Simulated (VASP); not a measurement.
# Br (Immm) in VASP: reference runs

Aim: a first look at Br with PBE, on the cell as given and on a disturbed one.

Program: VASP 6.6.1. These are calculated values, not measurements. Logs are shortened: lines on timing, memory, paths and dates and some standing lists are left out, and cuts for length are marked.

## Step 1: Starting point

It takes space group Immm (No. 71, orthorhombic). The conventional cell has a = 2.574 Å, b = 3.440 Å, c = 7.156 Å, α = 90.00°, β = 90.00°, γ = 90.00°. Br (site symmetry mmm) is surrounded by 2 Br at 2.57 Å.

## Step 2: Single point, PBE

INCAR

```
PREC = Accurate
ENCUT = 520
EDIFF = 1E-7
ISMEAR = -1
SIGMA = 0.05
LREAL = False
LASPH = True
NELM = 80
ALGO = Normal
ISIF = 2
LWAVE = False
LCHARG = False
GGA = PE
NBANDS = 10
```

KPOINTS

```
Automatic mesh
0
Gamma
  13 13 13
```

POSCAR

```
Br
1.0
   -1.2867684050      1.7199972000      3.5779911600
    1.2867684050     -1.7199972000      3.5779911600
    1.2867684050      1.7199972000     -3.5779911600
Br
1
Direct
    0.0000000000      0.0000000000      0.0000000000
```

Potentials or basis: VASP PAW PBE potentials, release 64 (Br).

On the command line:

```console
> cat potpaw_PBE.64/Br/POTCAR > POTCAR
> mpirun -np 1 vasp_std > vasp.out
```

OUTCAR:

```text
PREC = Accurate
   ENCUT = 520
   EDIFF = 1E-7
   ISMEAR = -1
   LREAL = False
   LASPH = True
   NELM = 80
   ISIF = 2
   GGA = PE

 ion  position               nearest neighbor table
   1  0.000  0.000  0.000-

  LATTYP: Found a body centered orthorhombic cell.
 ALAT       =     2.5735368100
 B/A-ratio  =     1.3366796957
 C/A-ratio  =     2.7806022794

  Lattice vectors:

 A1 = (  -1.2867684050,   1.7199972000,   3.5779911600)
 A2 = (   1.2867684050,  -1.7199972000,   3.5779911600)
 A3 = (   1.2867684050,   1.7199972000,  -3.5779911600)

Analysis of symmetry for initial positions (statically):
=====================================================================
 Subroutine PRICEL returns:
 Original cell was already a primitive cell.

 Routine SETGRP: Setting up the symmetry group for a
 body centered orthorhombic supercell.

 Subroutine GETGRP returns: Found  8 space group operations
 (whereof  8 operations were pure point group operations)
 out of a pool of  8 trial point group operations.

The static configuration has the point symmetry D_2h.

Analysis of symmetry for dynamics (positions and initial velocities):
=====================================================================
 Subroutine PRICEL returns:
 Original cell was already a primitive cell.

 Routine SETGRP: Setting up the symmetry group for a
 body centered orthorhombic supercell.

 Subroutine GETGRP returns: Found  8 space group operations
 (whereof  8 operations were pure point group operations)
 out of a pool of  8 trial point group operations.

The dynamic configuration has the point symmetry D_2h.

 Subroutine INISYM returns: Found  8 space group operations
 (whereof  8 operations are pure point group operations),
 and found     1 'primitive' translations

----------------------------------------------------------------------------------------

                                     Primitive cell

  volume of cell :      31.6758

  direct lattice vectors                    reciprocal lattice vectors
    -1.286768405  1.719997200  3.577991160     0.000000000  0.290698148  0.139743218
     1.286768405 -1.719997200  3.577991160     0.388570312  0.000000000  0.139743218
     1.286768405  1.719997200 -3.577991160     0.388570312  0.290698148  0.000000000

  length of vectors
     4.173270185  4.173270185  4.173270185     0.322542370  0.412934685  0.485275489

  position of ions in fractional coordinates (direct lattice)
     0.000000000  0.000000000  0.000000000

  ion indices of the primitive-cell ions
   primitive index   ion index
                 1           1

----------------------------------------------------------------------------------------

 KPOINTS: Automatic mesh

Automatic generation of k-mesh.
 Grid dimensions read from file:
 generate k-points for:   13   13   13

 Generating k-lattice:

  Cartesian coordinates                     Fractional coordinates (reciprocal lattice)
     0.000000000  0.022361396  0.010749478     0.076923077  0.000000000  0.000000000
     0.029890024  0.000000000  0.010749478     0.000000000  0.076923077 -0.000000000
     0.029890024  0.022361396  0.000000000     0.000000000 -0.000000000  0.076923077

  Length of vectors
     0.024810952  0.031764207  0.037328884

  Shift w.r.t. Gamma in fractional coordinates (k-lattice)
     0.000000000  0.000000000  0.000000000

 Subroutine IBZKPT returns following result:
 ===========================================

 Found    343 irreducible k-points:

 Following reciprocal coordinates:
            Coordinates               Weight
  0.000000  0.000000  0.000000      1.000000
  0.076923 -0.000000  0.000000      4.000000
  0.153846  0.000000 -0.000000      4.000000
  0.230769  0.000000  0.000000      4.000000
  0.307692  0.000000 -0.000000      4.000000
  0.384615  0.000000 -0.000000      4.000000
[... 42 lines left out ...]
  0.153846  0.307692  0.000000      8.000000
  0.230769  0.307692 -0.000000      8.000000
 [... further k-points ...]
   k-points           NKPTS =    343   k-points in BZ     NKDIM =    343   number of bands    NBANDS=     10
   number of dos      NEDOS =    301   number of ions     NIONS =      1
   total plane-waves  NPLWV =  32768
   dimension x,y,z NGX =    32 NGY =   32 NGZ =   32
   dimension x,y,z NGXF=    64 NGYF=   64 NGZF=   64
   ions per type =               1
   NGX,Y,Z   is equivalent  to a cutoff of  12.75, 12.75, 12.75 a.u.
   NGXF,Y,Z  is equivalent  to a cutoff of  25.49, 25.49, 25.49 a.u.
 SYSTEM =  unknown system
   PREC   = accura    normal or accurate (medium, high low for compatibility)
   ISTART =      0    job   : 0-new  1-cont  2-samecut
   ICHARG =      2    charge: 1-file 2-atom 10-const
   ISPIN  =      1    spin polarized calculation?
   LNONCOLLINEAR =      F non collinear calculations
   LSORBIT =      F    spin-orbit coupling
   LASPH  =      T    aspherical Exc in radial PAW
   ENCUT  =  520.0 eV  38.22 Ry    6.18 a.u.   7.76  7.76  7.76*2*pi/ulx,y,z
   NELM   =     80;   NELMIN=  2; NELMDL= -5     # of ELM steps
   EDIFF  = 0.1E-06   stopping-criterion for ELM
   LREAL  =      F    real-space projection
   EDIFFG = 0.1E-05   stopping-criterion for IOM
   NSW    =      0    number of steps for IOM
   IBRION =     -1    ionic relax: 0-MD 1-quasi-New 2-CG
   NFREE  =      0    steps in history (QN), initial steepest desc. (CG)
   ISIF   =      2    stress and relaxation
   ISYM   =      2    0-nonsym 1-usesym 2-fastsym
   POTIM  = 0.5000    time-step for ionic-motion
   TEBEG  =    0.0;   TEEND  =   0.0 temperature during run
   PSTRESS=    0.0 pullay stress
   NELECT =       7.0000    total number of electrons
   NUPDOWN=      -1.0000    fix difference up-down
   EMIN   =  10.00;   EMAX   =-10.00  energy-range for DOS
   EFERMI =   0.00;   METHOD = LEGACY
   ISMEAR =    -1;   SIGMA  =   0.05  broadening in eV -4-tet -1-fermi 0-gaus
   EFERMI_NEDOS =   21; number of points for ismear=-14 and -15
   IALGO  =     38    algorithm
   IMIX   =      4    mixing-type and parameters
     AMIX     =   0.40;   BMIX     =  1.00
     AMIX_MAG =   1.60;   BMIX_MAG =  1.00
  volume/ion in A,a.u.               =      31.68       213.76
  Fermi-wavevector in a.u.,A,eV,Ry     =   0.989764  1.870383 13.328717  0.979633
  Thomas-Fermi vector in A             =   2.121386
   LORBIT       =      0    0 simple, 1 ext, 2 COOP (PROOUT), +10 PAW based schemes
   GGA     = PE    functional components
   LHFCALC =     F    Hartree Fock is set to
   AEXX    =    0.0000 exact exchange contribution
   IVDW    =     0    specifies the selected vdW correction
   LEPSILON=     F    determine dielectric tensor
   LRPA    =     F    only Hartree local field effects (RPA)
 non-spin polarized calculation
  energy-cutoff  :      520.00
  volume of cell :       31.68
 maximum number of plane-waves:       877
   NGX = 15   NGY = 15   NGZ = 15

 number of electron       6.9999999 magnetization

 Free energy of the ion-electron system (eV)
  ---------------------------------------------------
  ext. energy  EPLUGINS =         0.00000000
  ---------------------------------------------------
  free energy    TOTEN  =        -1.55093154 eV

  energy without entropy =       -1.54607434  energy(sigma->0) =       -1.54850294

 E-fermi :   0.1745     XC(G=0):  -8.1817

 val. band max:        0.1713922851   @ k =  -0.1538  -0.4615   0.1538
 cond. band min:       0.2131821380   @ k =  -0.0769  -0.3846   0.0769
 fundamental gap:      0.0417898529
 Fermi energy:         0.1745292161

 k-point     1 :       0.0000    0.0000    0.0000
  band No.  band energies     occupation
      1     -15.5719      2.00000
      2      -1.6716      2.00000
      3      -0.9302      2.00000
      4       4.1818      0.00000
      5       5.6422      0.00000
      6       9.5327      0.00000
      7      12.3187      0.00000
      8      13.1925      0.00000
      9      14.8243      0.00000
     10      20.3044      0.00000

 k-point     2 :       0.0769   -0.0000    0.0000
  band No.  band energies     occupation
      1     -15.5469      2.00000
      2      -1.7088      2.00000
      3      -1.1602      2.00000
      4       4.1901      0.00000
      5       5.9135      0.00000
      6       9.7507      0.00000
      7      11.6556      0.00000
      8      13.2124      0.00000
      9      15.8058      0.00000
     10      20.3733      0.00000

 k-point     3 :       0.1538    0.0000   -0.0000
  band No.  band energies     occupation
      1     -15.4766      2.00000
      2      -1.9096      2.00000
      3      -1.6187      2.00000
      4       4.2134      0.00000
      5       6.5551      0.00000
      6      10.0880      0.00000
      7      11.0720      0.00000
      8      13.2703      0.00000
      9      17.6782      0.00000
     10      20.5657      0.00000

 k-point     4 :       0.2308    0.0000    0.0000
  band No.  band energies     occupation
      1     -15.3741      2.00000
      2      -2.5265      2.00000
      3      -1.7978      2.00000
      4       4.2468      0.00000
      5       7.1447      0.00000
      6       9.8596      0.00000
      7      11.9544      0.00000
      8      13.3591      0.00000
      9      19.8363      0.00000
     10      20.7896      0.00000
[... 430 lines left out ...]
 k-point    38 :       0.3077    0.2308    0.0000
  band No.  band energies     occupation
      1     -14.2792      2.00000
      2      -2.3831      2.00000
      3      -1.4132      2.00000
      4      -0.8244      2.00000
      5       8.5935      0.00000
      6      11.3301      0.00000
      7      13.1674      0.00000
      8      15.1112      0.00000
      9      15.8148      0.00000
     10      18.1837      0.00000

 k-point    39 :       0.3846    0.2308   -0.0000
  band No.  band energies     occupation
      1     -14.1971      2.00000
      2      -2.7804      2.00000
      3      -1.4072      2.00000
      4      -0.7695      2.00000
      5       8.3702      0.00000
      6      11.3491      0.00000
      7      13.2919      0.00000
      8      15.7241      0.00000
      9      16.6531      0.00000
     10      18.0389      0.00000

 k-point    40 :       0.4615    0.2308   -0.0000
  band No.  band energies     occupation
      1     -14.1587      2.00000
      2      -2.9803      2.00000
      3      -1.3309      2.00000
      4      -0.7296      2.00000
      5       8.2633      0.00000
      6      11.1109      0.00000
      7      13.0288      0.00000
      8      15.3265      0.00000
      9      17.5225      0.00000
     10      19.3780      0.00000

 [... further k-points ...]

------------------------ aborting loop because EDIFF is reached ----------------------------------------

  FORCE on cell =-STRESS in cart. coord.  units (eV):
  Direction    XX          YY          ZZ          XY          YZ          ZX
  --------------------------------------------------------------------------------------
  -------------------------------------------------------------------------------------
  Total        0.1934931      0.2332092      0.2279980      0.0000000      0.0000000      0.0000000
  in kB        9.7869821     11.7958423     11.5322541      0.0000000      0.0000000      0.0000000
  external PRESSURE =      11.0383595 kB  Pullay stress =       0.0000000 kB

 VOLUME and BASIS-vectors are now :
 -----------------------------------------------------------------------------
  energy-cutoff  :      520.00
  volume of cell :       31.68
      direct lattice vectors                 reciprocal lattice vectors
    -1.286768405  1.719997200  3.577991160     0.000000000  0.290698148  0.139743218
     1.286768405 -1.719997200  3.577991160     0.388570312  0.000000000  0.139743218
     1.286768405  1.719997200 -3.577991160     0.388570312  0.290698148  0.000000000

 POSITION                                       TOTAL-FORCE (eV/Angst)
 -----------------------------------------------------------------------------------
      0.00000      0.00000      0.00000         0.000000      0.000000      0.000000
 -----------------------------------------------------------------------------------
    total drift:                               -0.000000     -0.000000     -0.000000

  FREE ENERGIE OF THE ION-ELECTRON SYSTEM (eV)
  ---------------------------------------------------
  free  energy   TOTEN  =        -1.5509315360 eV

  energy  without entropy=       -1.5460743421  energy(sigma->0) =       -1.54850294
```

It took 52 s on 1 thread of Intel Xeon 6975P-C (Granite Rapids), shared host; peak memory 0.24 GiB.

Results:

| Item | Value |
| --- | --- |
| Free energy | -1.5509 eV |
| Pressure | 1.1 GPa |
| Band gap on the k mesh | none (metal or under the smearing width) |

Levels at points of the mesh, in eV from the Fermi level:
```csv
k point,band 1,band 2,band 3,band 4,band 5,band 6
"(0.00, 0.00, 0.00)",-15.75,-1.85,-1.10,4.01,5.47,9.36
```

Caveat: an odd number of electrons without spin polarisation forces a metal; a magnetic or distorted state may lie lower.

## Step 3: Single point, PBE (cell strained at random at fixed volume)

INCAR

```
ALGO = Normal
EDIFF = 1E-7
ENCUT = 520
GGA = PE
ISIF = 2
ISMEAR = -1
LASPH = True
LCHARG = False
LREAL = False
LWAVE = False
NBANDS = 10
NELM = 80
PREC = Accurate
SIGMA = 0.05
```

KPOINTS

```
k-points
0
Gamma
  13 13 13
```

POSCAR

```
Br
1.0
   -1.2908950000      1.6896940000      3.5706610000
    1.2793800000     -1.7420600000      3.5916920000
    1.2955680000      1.7455560000     -3.5958340000
Br
1
Direct
   -0.0025580000     -0.0172150000     -0.0135570000
```

Potentials or basis: VASP PAW PBE potentials, release 64 (Br).

On the command line:

```console
> cat potpaw_PBE.64/Br/POTCAR > POTCAR
> mpirun -np 1 vasp_std > vasp.out
```

OUTCAR:

```text
EDIFF = 1E-7
   ENCUT = 520
   GGA = PE
   ISIF = 2
   ISMEAR = -1
   LASPH = True
   LREAL = False
   NELM = 80
   PREC = Accurate

 ion  position               nearest neighbor table
   1  0.997  0.983  0.986-

  LATTYP: Found a triclinic cell.
 ALAT       =     9.4874241474
 B/A-ratio  =     0.6791003542
 C/A-ratio  =     1.3193193265
 COS(alpha) =     0.0020891532
 COS(beta)  =     0.5629112527
 COS(gamma) =     0.8266540478

  Lattice vectors:

 A1 = (  -5.1337080000,   3.4806240000,  -7.1792420000)
 A2 = (  -1.2747070000,   5.1773100000,  -3.6168650000)
 A3 = (  -7.7226750000,  -6.8286220000,  -7.0995810000)

Analysis of symmetry for initial positions (statically):
=====================================================================
 Subroutine PRICEL returns:
 Original cell was already a primitive cell.

 Routine SETGRP: Setting up the symmetry group for a
 triclinic supercell.

 Subroutine GETGRP returns: Found  2 space group operations
 (whereof  1 operations were pure point group operations)
 out of a pool of  2 trial point group operations.

The static configuration has the point symmetry C_1 .
 The point group associated with its full space group is S_2 .

Analysis of symmetry for dynamics (positions and initial velocities):
=====================================================================
 Subroutine PRICEL returns:
 Original cell was already a primitive cell.

 Routine SETGRP: Setting up the symmetry group for a
 triclinic supercell.

 Subroutine GETGRP returns: Found  2 space group operations
 (whereof  1 operations were pure point group operations)
 out of a pool of  2 trial point group operations.

The dynamic configuration has the point symmetry C_1 .
 The point group associated with its full space group is S_2 .

 Subroutine INISYM returns: Found  2 space group operations
 (whereof  1 operations are pure point group operations),
 and found     1 'primitive' translations

----------------------------------------------------------------------------------------

[... 142 lines left out ...]
   LHFCALC =     F    Hartree Fock is set to
   AEXX    =    0.0000 exact exchange contribution
   IVDW    =     0    specifies the selected vdW correction
   LEPSILON=     F    determine dielectric tensor
   LRPA    =     F    only Hartree local field effects (RPA)
 non-spin polarized calculation
  energy-cutoff  :      520.00
  volume of cell :       31.68
 maximum number of plane-waves:       871
   NGX = 15   NGY = 15   NGZ = 15

 number of electron       7.0000000 magnetization

 Free energy of the ion-electron system (eV)
  ---------------------------------------------------
  ext. energy  EPLUGINS =         0.00000000
  ---------------------------------------------------
  free energy    TOTEN  =        -1.55083813 eV

  energy without entropy =       -1.54604887  energy(sigma->0) =       -1.54844350

 E-fermi :   0.1769     XC(G=0):  -8.1819

 val. band max:        0.1484429190   @ k =  -0.4615   0.2308   0.4615
 cond. band min:       0.1803682195   @ k =  -0.1538  -0.4615   0.1538
 fundamental gap:      0.0319253004
 Fermi energy:         0.1768514867

 k-point     1 :       0.0000    0.0000    0.0000
  band No.  band energies     occupation
      1     -15.5692      2.00000
      2      -1.6717      2.00000
      3      -0.9179      2.00000
      4       4.1655      0.00000
      5       5.6462      0.00000
      6       9.5245      0.00000
      7      12.3549      0.00000
      8      13.1768      0.00000
      9      14.8429      0.00000
     10      20.2855      0.00000
[... 495 lines left out ...]
 k-point    40 :       0.4615    0.2308   -0.0000
  band No.  band energies     occupation
      1     -14.1502      2.00000
      2      -2.9792      2.00000
      3      -1.3624      2.00000
      4      -0.7347      2.00000
      5       8.2197      0.00000
      6      11.1333      0.00000
      7      13.0239      0.00000
      8      15.4279      0.00000
      9      17.6194      0.00000
     10      19.3706      0.00000

 [... further k-points ...]

------------------------ aborting loop because EDIFF is reached ----------------------------------------

  FORCE on cell =-STRESS in cart. coord.  units (eV):
  Direction    XX          YY          ZZ          XY          YZ          ZX
  --------------------------------------------------------------------------------------
  -------------------------------------------------------------------------------------
  Total        0.1711874      0.2392079      0.2272944     -0.0033380      0.0074987      0.0012575
  in kB        8.6587472     12.0992578     11.4966694     -0.1688382      0.3792886      0.0636027
  external PRESSURE =      10.7515581 kB  Pullay stress =       0.0000000 kB

 VOLUME and BASIS-vectors are now :
 -----------------------------------------------------------------------------
  energy-cutoff  :      520.00
  volume of cell :       31.68
      direct lattice vectors                 reciprocal lattice vectors
    -1.290895000  1.689694000  3.570661000    -0.000168613  0.292138614  0.141754559
     1.279380000 -1.742060000  3.591692000     0.388582278  0.000499120  0.140247299
     1.295568000  1.745556000 -3.595834000     0.387967242  0.290592013  0.002748340

 POSITION                                       TOTAL-FORCE (eV/Angst)
 -----------------------------------------------------------------------------------
      1.24777      1.69519      3.54430         0.000000      0.000000      0.000000
 -----------------------------------------------------------------------------------
    total drift:                                0.000000     -0.000000      0.000005

  FREE ENERGIE OF THE ION-ELECTRON SYSTEM (eV)
  ---------------------------------------------------
  free  energy   TOTEN  =        -1.5508381252 eV

  energy  without entropy=       -1.5460488739  energy(sigma->0) =       -1.54844350
```

stdout:

```text
POSCAR found type information on POSCAR Br
 POSCAR found :  1 types and       1 ions
 scaLAPACK will be used
 LDA part: xc-table for (Slater+PW92), standard interpolation
 POSCAR, INCAR and KPOINTS ok, starting setup
 FFT: planning ... GRIDC
 FFT: planning ... GRID_SOFT
 FFT: planning ... GRID
 WAVECAR not read
 entering main loop
```

It took 2.7 min on 1 thread of Intel Xeon 6975P-C (Granite Rapids), shared host; peak memory 0.43 GiB.

What came out:

* Free energy: -1.5508 eV
* Pressure: 1.1 GPa
* Band gap on the k mesh: none (metal or under the smearing width)

Caveat: an odd number of electrons without spin polarisation forces a metal; a magnetic or distorted state may lie lower.
